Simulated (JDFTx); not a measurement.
Crystal: Ag.

```xyz
2
Lattice="2.9300 0.0000 0.0000 -1.4650 2.5375 0.0000 0.0000 0.0000 4.7900" Properties=species:S:1:pos:R:3 pbc="T T T"
Ag    1.4650    0.8458    3.5925
Ag    0.0000    1.6916    1.1975
```

This isn't the form of Ag at room conditions, which is fcc.

- Program: JDFTx 1.7.0 (patched build)
- Task: single point
- Functional: PBE
- Potentials or basis: PseudoDojo-SR-PBE-0.5-standard
- Cutoff: 1116 eV
- Density cutoff: 8925 eV
- k mesh: 10 × 10 × 6
- Occupations: fermi-dirac, width 0.05 eV
- Spin: no spin polarisation

On this cell: pressure 0.5 GPa; largest force under 0.003 eV/Å; band gap on the k mesh none (metal or under the smearing width).

The same run follows on a disturbed copy (atoms moved at random, drawn with an rms of 0.05 Å):

```xyz
2
Lattice="2.9300 0.0000 0.0000 -1.4650 2.5375 0.0000 0.0000 0.0000 4.7900" Properties=species:S:1:pos:R:3 pbc="T T T"
Ag    1.4937    0.8883    3.5776
Ag    0.0046    1.7069    1.2002
```

Problem. What does the disturbed cell give?

Solution. The energy (extrapolated to zero smearing) moves by +0.7 meV/atom; pressure 0.5 GPa; largest force 0.098 eV/Å; band gap on the k mesh none (metal or under the smearing width).

Forces in eV/Å, atoms in the order of the input:
```
Ag  -0.023 -0.024  0.092
Ag   0.023  0.024 -0.092
```

Stress tensor (GPa, compression positive):
```
 0.84  0.15 -0.02
 0.15  0.51 -0.02
-0.02 -0.02  0.08
```
